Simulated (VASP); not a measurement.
# Pb (C2/m) in VASP: a series of runs

Runs on Pb. Level: LDA. Tasks: single point.

Program: VASP 6.6.1. These are calculated values, not measurements. Logs are shortened: lines on timing, memory, paths and dates and some standing lists are left out, and cuts for length are marked.

## Step 1: Starting point

It takes space group C2/m (No. 12, monoclinic). Conventional cell: a = 6.077 Å, b = 3.501 Å, c = 6.452 Å, α = 90.00°, β = 109.14°, γ = 90.00°. Pb (site symmetry m) is surrounded by 10 Pb at 3.34 to 3.51 Å.

This isn't the form of Pb at room conditions, which is fcc.

## Step 2: Single point, LDA

Input file INCAR:

```
SYSTEM = Pb
ADDGRID = .False. ; ALGO = Normal
EDIFF = 1E-6 ; ENCUT = 460
GGA = CA ; ISIF = 2
ISMEAR = 1 ; LASPH = .True.
LCHARG = .False. ; LREAL = .False.
LWAVE = .False. ; NELM = 100
PREC = Normal ; SIGMA = 0.2
```

Input file KPOINTS:

```
k-points
0
Gamma
  14 14 7
  0 0 0
```

Input file POSCAR:

```
Pb
1.0
    3.0386068135     -1.7503199600      0.0000000000
    3.0386068135      1.7503199600      0.0000000000
   -2.1154626375      0.0000000000      6.0952248674
Pb
2
Direct
    0.9226740000      0.9042520000      0.7213670000
    0.1042030000      0.0659440000      0.2801110000
```

Potentials or basis: VASP PAW LDA potentials, release 64 (Pb_d).

Run with:

```
> cat potpaw_LDA.64/Pb_d/POTCAR > POTCAR
> mpirun -np 1 vasp_std > vasp.out
```

OUTCAR:

```text
SYSTEM = Pb
   EDIFF = 1E-6
   ENCUT = 460
   GGA = CA
   ISIF = 2
   ISMEAR = 1
   LASPH = .True.
   LREAL = .False.
   NELM = 100
   PREC = Normal

 Found    688 irreducible k-points:

 Following reciprocal coordinates:
            Coordinates               Weight
  0.000000  0.000000  0.000000      1.000000
  0.071429 -0.000000 -0.000000      2.000000
  0.000000 -0.071429  0.000000      2.000000
  0.142857  0.000000 -0.000000      2.000000
  0.000000 -0.142857  0.000000      2.000000
  0.214286  0.000000 -0.000000      2.000000
   k-points           NKPTS =    688   k-points in BZ     NKDIM =    688   number of bands    NBANDS=     18
   number of dos      NEDOS =    301   number of ions     NIONS =      2
   total plane-waves  NPLWV =  11664
   dimension x,y,z NGX =    18 NGY =   18 NGZ =   36
   dimension x,y,z NGXF=    36 NGYF=   36 NGZF=   72
   ions per type =               2
   NGX,Y,Z   is equivalent  to a cutoff of   8.53,  8.53,  9.28 a.u.
   NGXF,Y,Z  is equivalent  to a cutoff of  17.07, 17.07, 18.55 a.u.
 SYSTEM =  Pb
   PREC   = normal    normal or accurate (medium, high low for compatibility)
   ISTART =      0    job   : 0-new  1-cont  2-samecut
   ICHARG =      2    charge: 1-file 2-atom 10-const
   ISPIN  =      1    spin polarized calculation?
   LNONCOLLINEAR =      F non collinear calculations
   LSORBIT =      F    spin-orbit coupling
   LASPH  =      T    aspherical Exc in radial PAW
   ENCUT  =  460.0 eV  33.81 Ry    5.81 a.u.   6.13  6.13 11.28*2*pi/ulx,y,z
   NELM   =    100;   NELMIN=  2; NELMDL= -5     # of ELM steps
   EDIFF  = 0.1E-05   stopping-criterion for ELM
   LREAL  =      F    real-space projection
   EDIFFG = 0.1E-04   stopping-criterion for IOM
   NSW    =      0    number of steps for IOM
   IBRION =     -1    ionic relax: 0-MD 1-quasi-New 2-CG
   NFREE  =      0    steps in history (QN), initial steepest desc. (CG)
   ISIF   =      2    stress and relaxation
   ISYM   =      2    0-nonsym 1-usesym 2-fastsym
   POTIM  = 0.5000    time-step for ionic-motion
   TEBEG  =    0.0;   TEEND  =   0.0 temperature during run
   PSTRESS=    0.0 pullay stress
   NELECT =      28.0000    total number of electrons
   NUPDOWN=      -1.0000    fix difference up-down
   EMIN   =  10.00;   EMAX   =-10.00  energy-range for DOS
   EFERMI =   0.00;   METHOD = LEGACY
   ISMEAR =     1;   SIGMA  =   0.20  broadening in eV -4-tet -1-fermi 0-gaus
   EFERMI_NEDOS =   21; number of points for ismear=-14 and -15
   IALGO  =     38    algorithm
   IMIX   =      4    mixing-type and parameters
     AMIX     =   0.40;   BMIX     =  1.00
     AMIX_MAG =   1.60;   BMIX_MAG =  1.00
  volume/ion in A,a.u.               =      32.42       218.77
  Fermi-wavevector in a.u.,A,eV,Ry     =   1.237438  2.338420 20.833975  1.531254
  Thomas-Fermi vector in A             =   2.372006
   LORBIT       =      0    0 simple, 1 ext, 2 COOP (PROOUT), +10 PAW based schemes
   GGA     = CA    functional components
   LHFCALC =     F    Hartree Fock is set to
   AEXX    =    0.0000 exact exchange contribution
   IVDW    =     0    specifies the selected vdW correction
   LEPSILON=     F    determine dielectric tensor
   LRPA    =     F    only Hartree local field effects (RPA)
 non-spin polarized calculation
 Methfessel and Paxton  Order N= 1 SIGMA  =   0.20
  energy-cutoff  :      460.00
  volume of cell :       64.84
 maximum number of plane-waves:      1472
   NGX = 13   NGY = 13   NGZ = 23

 number of electron      28.0000010 magnetization

 Free energy of the ion-electron system (eV)
  ---------------------------------------------------
  ext. energy  EPLUGINS =         0.00000000
  ---------------------------------------------------
  free energy    TOTEN  =        -8.32502859 eV

  energy without entropy =       -8.32576817  energy(sigma->0) =       -8.32527512

 E-fermi :   6.2805     XC(G=0): -10.0825

 val. band max:        6.2788218663   @ k =  -0.3571   0.1429   0.2857
 cond. band min:       6.2832096083   @ k =   0.3571   0.3571  -0.0000
 fundamental gap:      0.0043877421
 Fermi energy:         6.2805393141

 k-point     1 :       0.0000    0.0000    0.0000
  band No.  band energies     occupation
      1     -10.8032      2.00000
      2     -10.7234      2.00000
      3     -10.7227      2.00000
      4     -10.7226      2.00000
      5     -10.7204      2.00000
      6     -10.7106      2.00000
[... 10 lines left out ...]
     17      12.7791      0.00000
     18      12.8795      0.00000

 k-point     2 :       0.0714   -0.0000   -0.0000
  band No.  band energies     occupation
      1     -10.7992      2.00000
      2     -10.7356      2.00000
      3     -10.7234      2.00000
      4     -10.7129      2.00000
      5     -10.7100      2.00000
      6     -10.6913      2.00000
[... 10 lines left out ...]
     17      12.7243      0.00000
     18      12.8525      0.00000

 k-point     3 :       0.0000   -0.0714    0.0000
  band No.  band energies     occupation
      1     -10.7989      2.00000
      2     -10.7356      2.00000
      3     -10.7235      2.00000
      4     -10.7134      2.00000
      5     -10.7099      2.00000
      6     -10.6918      2.00000
[... 10 lines left out ...]
     17      12.7202      0.00000
     18      12.8680      0.00000

 k-point     4 :       0.1429    0.0000   -0.0000
  band No.  band energies     occupation
      1     -10.7897      2.00000
      2     -10.7527      2.00000
      3     -10.7321      2.00000
      4     -10.6874      2.00000
      5     -10.6779      2.00000
      6     -10.6585      2.00000
[... 10 lines left out ...]
     17      12.4685      0.00000
     18      12.7519      0.00000

 k-point     5 :       0.0000   -0.1429    0.0000
  band No.  band energies     occupation
      1     -10.7877      2.00000
      2     -10.7546      2.00000
      3     -10.7318      2.00000
      4     -10.6891      2.00000
      5     -10.6773      2.00000
      6     -10.6604      2.00000
[... 10 lines left out ...]
     17      12.4933      0.00000
     18      12.7325      0.00000

 k-point     6 :       0.2143    0.0000   -0.0000
  band No.  band energies     occupation
      1     -10.7907      2.00000
      2     -10.7604      2.00000
      3     -10.7462      2.00000
      4     -10.6673      2.00000
      5     -10.6591      2.00000
      6     -10.6308      2.00000
[... 10 lines left out ...]
     17      11.8848      0.00000
     18      12.6612      0.00000

 [... further k-points ...]

------------------------ aborting loop because EDIFF is reached ----------------------------------------

  FORCE on cell =-STRESS in cart. coord.  units (eV):
  Direction    XX          YY          ZZ          XY          YZ          ZX
  --------------------------------------------------------------------------------------
  -------------------------------------------------------------------------------------
  Total       -1.1496994     -1.2340649     -0.7483751     -0.0168277     -0.0329050     -0.0486900
  in kB      -28.4107837    -30.4955791    -18.4934615     -0.4158378     -0.8131324     -1.2032030
  external PRESSURE =     -25.7999414 kB  Pullay stress =       0.0000000 kB

 VOLUME and BASIS-vectors are now :
 -----------------------------------------------------------------------------
  energy-cutoff  :      460.00
  volume of cell :       64.84
      direct lattice vectors                 reciprocal lattice vectors
     3.038606813 -1.750319960  0.000000000     0.164549095 -0.285662057  0.057109864
     3.038606813  1.750319960  0.000000000     0.164549095  0.285662057  0.057109864
    -2.115462637  0.000000000  6.095224867     0.000000000  0.000000000  0.164062856

 POSITION                                       TOTAL-FORCE (eV/Angst)
 -----------------------------------------------------------------------------------
      4.02528     -0.03224      4.39689        -0.008847     -0.011988      0.074782
     -0.07555     -0.06697      1.70734         0.008847      0.011988     -0.074782
 -----------------------------------------------------------------------------------
    total drift:                                0.000057      0.000021     -0.000050

  FREE ENERGIE OF THE ION-ELECTRON SYSTEM (eV)
  ---------------------------------------------------
  free  energy   TOTEN  =        -8.3250285898 eV

  energy  without entropy=       -8.3257681738  energy(sigma->0) =       -8.32527512
```

OSZICAR:

```text
N       E                     dE             d eps       ncg     rms          rms(c)
DAV:   1     0.270230209901E+03    0.27023E+03   -0.13668E+04 24788   0.170E+03
DAV:   2     0.102033985364E+02   -0.26003E+03   -0.25687E+03 24808   0.417E+02
DAV:   3    -0.782298477759E+01   -0.18026E+02   -0.17824E+02 30110   0.140E+02
DAV:   4    -0.833785503274E+01   -0.51487E+00   -0.51387E+00 28828   0.287E+01
DAV:   5    -0.835923705457E+01   -0.21382E-01   -0.21381E-01 30088   0.511E+00    0.806E-01
DAV:   6    -0.833240718552E+01    0.26830E-01   -0.51139E-02 32346   0.299E+00    0.407E-01
DAV:   7    -0.832551276279E+01    0.68944E-02   -0.21960E-02 31016   0.192E+00    0.136E-01
DAV:   8    -0.832503573473E+01    0.47703E-03   -0.13118E-03 31806   0.568E-01    0.160E-02
DAV:   9    -0.832502791727E+01    0.78175E-05   -0.96214E-05 30748   0.127E-01    0.688E-03
DAV:  10    -0.832502858977E+01   -0.67250E-06   -0.86284E-06 31218   0.412E-02
   1 F= -.83250286E+01 E0= -.83252751E+01  d E =0.739584E-03
```

It took 91 s on 1 thread of Intel Xeon 6975P-C (Granite Rapids), shared host; peak memory 0.56 GiB.

The run converged, but some of its settings lie outside the range that counts as converged, so its numbers aren't taken as properties of the crystal.

What came out:

* Free energy: -8.3250 eV
* Pressure: -2.6 GPa
* Largest force: 0.076 eV/Å
* Band gap on the k mesh: none (metal or under the smearing width)

## Step 3: Single point, LDA

Input file INCAR:

```
SYSTEM = Pb
ADDGRID = .False. ; ALGO = Normal
EDIFF = 1E-6 ; ENCUT = 460
GGA = CA ; ISIF = 2
ISMEAR = 1 ; LASPH = .True.
LCHARG = .False. ; LREAL = Auto
LWAVE = .False. ; NELM = 100
PREC = Accurate ; SIGMA = 0.2
```

KPOINTS is that of step 2.

Input file POSCAR:

```
Pb
1.0
    3.0386068135     -1.7503199600      0.0000000000
    3.0386068135      1.7503199600      0.0000000000
   -2.1154626375      0.0000000000      6.0952248674
Pb
2
Direct
    0.9085084100      0.9085084100      0.7262922000
    0.0914915900      0.0914915900      0.2737078000
```

Potentials or basis: VASP PAW LDA potentials, release 64 (Pb_d).

Run with:

```
> cat potpaw_LDA.64/Pb_d/POTCAR > POTCAR
> mpirun -np 1 vasp_std > vasp.out
```

Wall time 3.1 min (1 thread of Intel Xeon 6975P-C (Granite Rapids), shared host); peak memory 0.32 GiB.

The run converged, but some of its settings lie outside the range that counts as converged, so its numbers aren't taken as properties of the crystal.

Results:

* Free energy: -8.3251 eV
* Pressure: -3.0 GPa
* Largest force: 0.079 eV/Å
* Band gap on the k mesh: none (metal or under the smearing width)

[end of part 1 of 2]
